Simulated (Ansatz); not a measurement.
Geometry optimisation, Ansatz, DFT LDA, scalar-relativistic, plane waves, PAW.

Input:

```yaml
crystal:
  lattice:
    - [0.0, 5.43, 5.43]
    - [5.43, 0.0, 5.43]
    - [5.43, 5.43, 0.0]
  atoms:
    - { symbol: Si, position: [0.0, 0.0, 0.0] }
    - { symbol: Si, position: [0.125, 0.125, 0.125] }
    - { symbol: Si, position: [0.0, 0.0, 0.5] }
    - { symbol: Si, position: [0.125, 0.125, 0.625] }
    - { symbol: Si, position: [0.0, 0.5, 0.0] }
    - { symbol: Si, position: [0.125, 0.625, 0.125] }
    - { symbol: Si, position: [0.0, 0.5, 0.5] }
    - { symbol: Si, position: [0.125, 0.625, 0.625] }
    - { symbol: Si, position: [0.5, 0.0, 0.0] }
    - { symbol: Si, position: [0.625, 0.125, 0.125] }
    - { symbol: Si, position: [0.5, 0.0, 0.5] }
    - { symbol: Si, position: [0.625, 0.125, 0.625] }
    - { symbol: Si, position: [0.5, 0.5, 0.0] }
    - { symbol: Si, position: [0.625, 0.625, 0.125] }
    - { symbol: Si, position: [0.5, 0.5, 0.5] }
    - { symbol: Si, position: [0.625, 0.625, 0.625] }
    - { symbol: H, position: [0.3246253, 1.05891461, 0.80647291], spin: 1.0 }
magnetization:
  spin_polarized: true
basis:
  ecutwfc: 420.0
kpoints:
  mp_grid: { grid: [2, 2, 2] }
hamiltonian:
  xc: lda
scf:
  occupations: { method: fermi_dirac, width: 0.02 }
  lower_state_search: "off"
relax:
  f_tol: 0.03
  max_steps: 60
  adjacent_minimum: "off"
```

Command:

```bash
$ ansatz run input.yaml --threads 2 --pin off --max-ram 5120MiB --backend cpu --events-out ev --progress --plain --runs-dir out
```

Problem. Where does it end, and by what steps?

Solution. It converged. Limits of this set-up: coarse k mesh. After 8 steps the energy has fallen by 0.235 eV; H17 moved furthest, 0.88 Å.

```json
{"step": "0", "energy less start (eV)": "0.0000", "largest force component (eV/Å)": "0.145", "accepted": "yes"}
{"step": "1", "energy less start (eV)": "-0.0101", "largest force component (eV/Å)": "0.116", "accepted": "yes"}
{"step": "2", "energy less start (eV)": "-0.0524", "largest force component (eV/Å)": "0.358", "accepted": "yes"}
{"step": "3", "energy less start (eV)": "-0.1089", "largest force component (eV/Å)": "0.618", "accepted": "yes"}
{"step": "4", "energy less start (eV)": "-0.1734", "largest force component (eV/Å)": "0.591", "accepted": "yes"}
{"step": "5", "energy less start (eV)": "-0.2135", "largest force component (eV/Å)": "0.208", "accepted": "yes"}
{"step": "6", "energy less start (eV)": "-0.2308", "largest force component (eV/Å)": "0.120", "accepted": "yes"}
{"step": "7", "energy less start (eV)": "-0.2321", "largest force component (eV/Å)": "0.039", "accepted": "yes"}
{"step": "8", "energy less start (eV)": "-0.2350", "largest force component (eV/Å)": "0.011", "accepted": "yes"}
```

```xyz
17
Lattice="0.0000 5.4300 5.4300 5.4300 0.0000 5.4300 5.4300 5.4300 0.0000" Properties=species:S:1:pos:R:3
Si 0.036 -0.035 -0.011
Si 1.393 1.312 1.339
Si 2.738 2.692 -0.013
Si 4.118 4.038 1.339
Si 2.763 -0.026 2.697
Si 4.108 1.322 4.068
Si 5.455 2.666 2.697
Si 6.825 4.034 4.035
Si 0.044 2.684 2.688
Si 1.391 4.036 4.051
Si 2.743 5.385 2.687
Si 4.110 6.748 4.077
Si 2.750 2.680 5.416
Si 4.099 4.032 6.769
Si 5.483 5.375 5.419
Si 6.827 6.761 6.768
H 9.547 6.739 7.787
```

Whether the end is a true minimum wasn't checked by a vibrational analysis.

The run took 50 s on 2 threads of Arm Neoverse V2, with other jobs on the host, peak memory 0.65 GiB.
